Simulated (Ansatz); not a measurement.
TiSi2:

```
CELL_PARAMETERS angstrom
-1.47287 1.71213 4.21208
1.47287 -1.71213 4.21208
1.47287 1.71213 -4.21208
ATOMIC_POSITIONS crystal
Ti 0.00000 0.00000 0.00000
Si 0.67008 0.67008 0.00000
Si 0.32992 0.32992 0.00000
```

The cell comes from a database or a generator and needn't be the stable form of this composition.

Base run:

| Property | Result |
| --- | --- |
| Program | Ansatz 0.2.0 |
| Functional | LDA |
| Potentials or basis | Ansatz PAW |
| Cutoff | 420 eV (not typed: the program's choice for these potentials) |
| k mesh | 12 × 12 × 12 |
| Occupations | fermi-dirac, width 0.05 eV |
| Spin | no spin polarisation |

Its results: band gap on the k mesh none (metal or under the smearing width); pressure -6.6 GPa; largest force 0.115 eV/Å.

**Question.** The run is repeated on the same cell with these changes: functional from LDA to r2SCAN; cutoff from 420 eV (not typed: the program's choice for these potentials) to 500 eV (not typed: the program's choice for these potentials). What comes out?

**Answer.** Band gap on the k mesh none (metal or under the smearing width); pressure -2.4 GPa; largest force 0.044 eV/Å.

Caveats: the PAW data sets come from PBE, with cores solved anew for the run's functional, which leaves a small shift of forces and pressure.
